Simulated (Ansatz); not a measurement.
# Si4W2C: the cost of one run

Computed with Ansatz 0.2.0 (DFT PBE, scalar-relativistic, plane waves, PAW, unless a step's input says otherwise).

2 further runs of the same task are left out: 2 set aside as unsound or not needed.

**1. Starting point**

It takes space group I4/mmm (No. 139, tetragonal). Conventional cell: a = 3.212 Å, b = 3.212 Å, c = 7.880 Å, α = 90.00°, β = 90.00°, γ = 90.00°. Si (site symmetry 4mm) has 5 Si at 2.62 to 2.63 Å and 5 W at 2.62 Å as nearest neighbours. W (site symmetry 4/mmm) is surrounded by 10 Si at 2.62 Å.

As a file:

```cif
data_structure
_symmetry_space_group_name_H-M 'I4/mmm'
_symmetry_Int_Tables_number 139
_cell_length_a 3.2120
_cell_length_b 3.2120
_cell_length_c 7.8800
_cell_angle_alpha 90.000
_cell_angle_beta 90.000
_cell_angle_gamma 90.000
_cell_volume 81.30
loop_
_atom_site_label
_atom_site_type_symbol
_atom_site_symmetry_multiplicity
_atom_site_Wyckoff_symbol
_atom_site_fract_x
_atom_site_fract_y
_atom_site_fract_z
_atom_site_occupancy
Si1 Si 4 e 0.00000 0.00000 0.33300 1
W1 W 2 a 0.00000 0.00000 0.00000 1
```

Source of the structure: the Crystallography Open Database.

**6. Plan of the scan**

Atoms count from 1 in the order of the input.

C is moved over the surface cell; relaxed at each place: the height of the adsorbate's atoms; substrate rigid; the origin of the map has the adsorbate above Si6.

- position of C7 along the first surface vector, from above Si6: 8 values from 0.000 to 0.875, periodic
- position of C7 along the second surface vector, from above Si6: 8 values from 0.000 to 0.875, periodic

Relaxed at each point: the height of the adsorbate's atoms; substrate rigid. Points are written as (first, second).

The two vectors of the plane (Å): (3.229, 0.000, 0.000); (0.000, 3.229, 0.000).

(The set-up runs are not shown.)

**7. Grid point (0/8, 0/8) of the map's two axes**

input.yaml reads:

```yaml
crystal:
  lattice:
    - [3.2292919629, 0.0, 0.0]
    - [0.0, 3.2292919629, 0.0]
    - [0.0, 0.0, 21.9372962659]
  atoms:
    - { symbol: Si, position: [0.0, 0.0, 0.1823378757] }
    - { symbol: W, position: [0.5, 0.5, 0.2416639883] }
    - { symbol: Si, position: [0.0, 0.0, 0.3009901009] }
    - { symbol: Si, position: [0.5, 0.5, 0.35901075] }
    - { symbol: W, position: [0.0, 0.0, 0.4178382276] }
    - { symbol: Si, position: [0.5, 0.5, 0.4757786073] }
    - { symbol: C, position: [0.5, 0.5, 0.5614774089] }
basis:
  ecutwfc: 420
kpoints:
  mp_grid: { grid: [8, 8, 1] }
hamiltonian:
  xc: pbe
  pseudopotentials: { kind: paw, azcp: { folder: soft_1 } }
scf:
  occupations: { method: gaussian, width: 0.1 }
output:
  forces: true
  eigenvalues: true
relax:
  adjacent_minimum: "off"
  f_tol: 0.025
  max_steps: 16
  constraints: [{ sites: [0, 1, 2, 3, 4, 5] }, { sites: [6], fix: xy }]
efield:
  axis: 3
  dipole_correction: true
  ramp_width: 0.04
```

Command:

```console
$ ansatz run input.yaml --threads 1 --pin off --max-ram 3072MiB --backend cpu --events-out ev --progress --plain --runs-dir out
```

Q: Estimate wall time and peak memory on 1 thread of AMD EPYC 9R45 (Zen 5), shared host.

About 17 s, with a peak of 0.51 GiB.
